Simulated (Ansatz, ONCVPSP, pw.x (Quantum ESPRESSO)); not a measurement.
## What a changed setting does to a pw.x run (diamond P)

Potential: optimised norm-conserving Vanderbilt (ONCV), ONCVPSP 4.0.1.1 (patched build), PBE; core [Ne], reference 3s2 3p3; waves: 3s: rc 1.35 bohr, ncon 4, nbas 7, qcut 4.6 1/bohr, 2 projectors, debl 1.9 Ha; 3p: rc 1.90 bohr, ncon 3, nbas 8, qcut 4.8 1/bohr, 2 projectors, debl 1.4 Ha; d scattering state at 0.04 Ha: rc 1.90 bohr, ncon 5, nbas 8, qcut 4.5 1/bohr, 2 projectors, debl 2 Ha; local part: polynomial inside 1.25 bohr (lpopt 5, dvloc0 3 Ha); core correction: Teter function, fcfact 7, rcfact 1.55.

The reference run (k-mesh 8³, cutoffs 90/360 Ry, Fermi–Dirac 0.01 Ry, mixing_beta 0.4, conv_thr 1e-9, no spin) gives -0.70 GPa at 20.949 Å³/atom, where all-electron LAPW gives -0.21 GPa. This run, with its own iteration cap, changes k-mesh shift to 1.

```
&control
  calculation='scf', prefix='x', pseudo_dir='./', outdir='./tmp', tstress=.true., disk_io='none'
/
&system
  ibrav=0, nat=2, ntyp=1, ecutwfc=90, ecutrho=360, nbnd=12,
  occupations='smearing', smearing='fd', degauss=0.01
/
&electrons
  conv_thr=1e-09, mixing_beta=0.4, electron_maxstep=70
/
ATOMIC_SPECIES
P 1.0 P.UPF
CELL_PARAMETERS angstrom
  0.00000000 2.75668895 2.75668895
  2.75668895 0.00000000 2.75668895
  2.75668895 2.75668895 0.00000000
ATOMIC_POSITIONS crystal
P 0.0000 0.0000 0.0000
P 0.2500 0.2500 0.2500
K_POINTS automatic
8 8 8 1 1 1
```

```bash
pw.x < P.scf.in > P.scf.out
```

Task: How does the run end?

Result: It converges in 7 iterations; the free energy moves by -17.3 meV/atom and the pressure by -0.36 GPa.

```
Message from routine setup:
     using ibrav=0 with symmetry is DISCOURAGED, use correct ibrav instead
     lattice parameter (alat)  =       7.3672  a.u.
     unit-cell volume          =     282.7417 (a.u.)^3
     number of electrons       =        10.00
     number of Kohn-Sham states=           12
     kinetic-energy cutoff     =      90.0000  Ry
     charge density cutoff     =     360.0000  Ry
     scf convergence threshold =      1.0E-09
     Exchange-correlation= PBE
     number of k points=    60  Fermi-Dirac smearing, width (Ry)=  0.0100
     iteration #  1     ecut=    90.00 Ry     beta= 0.40
     total energy              =     -31.70827375 Ry
     estimated scf accuracy    <       0.01626474 Ry
     iteration #  2     ecut=    90.00 Ry     beta= 0.40
     total energy              =     -31.70730950 Ry
     estimated scf accuracy    <       0.00480673 Ry
     iteration #  3     ecut=    90.00 Ry     beta= 0.40
     total energy              =     -31.70748017 Ry
     estimated scf accuracy    <       0.00006645 Ry
     iteration #  4     ecut=    90.00 Ry     beta= 0.40
     total energy              =     -31.70749352 Ry
     estimated scf accuracy    <       0.00000034 Ry
     iteration #  5     ecut=    90.00 Ry     beta= 0.40
     total energy              =     -31.70749392 Ry
     estimated scf accuracy    <       0.00000004 Ry
     iteration #  6     ecut=    90.00 Ry     beta= 0.40
     total energy              =     -31.70749393 Ry
     estimated scf accuracy    <          2.6E-09 Ry
     iteration #  7     ecut=    90.00 Ry     beta= 0.40
     the Fermi energy is     6.6884 ev
!    total energy              =     -31.70749393 Ry
     estimated scf accuracy    <          7.1E-11 Ry
     smearing contrib. (-TS)   =      -0.00554855 Ry
     The total energy is F=E-TS. E is the sum of the following terms:
     one-electron contribution =       4.38212563 Ry
     hartree contribution      =       2.53899865 Ry
     xc contribution           =     -12.77166951 Ry
     ewald contribution        =     -25.85140014 Ry
     convergence has been achieved in   7 iterations
          total   stress  (Ry/bohr**3)                   (kbar)     P=      -10.55
     Message from routine punch:
     Nothing written, as per user request (disk_io='none')
```

The run took about 78 s on one core of a shared host (Neoverse-N1, 64 threads, 124 GiB, load 56).
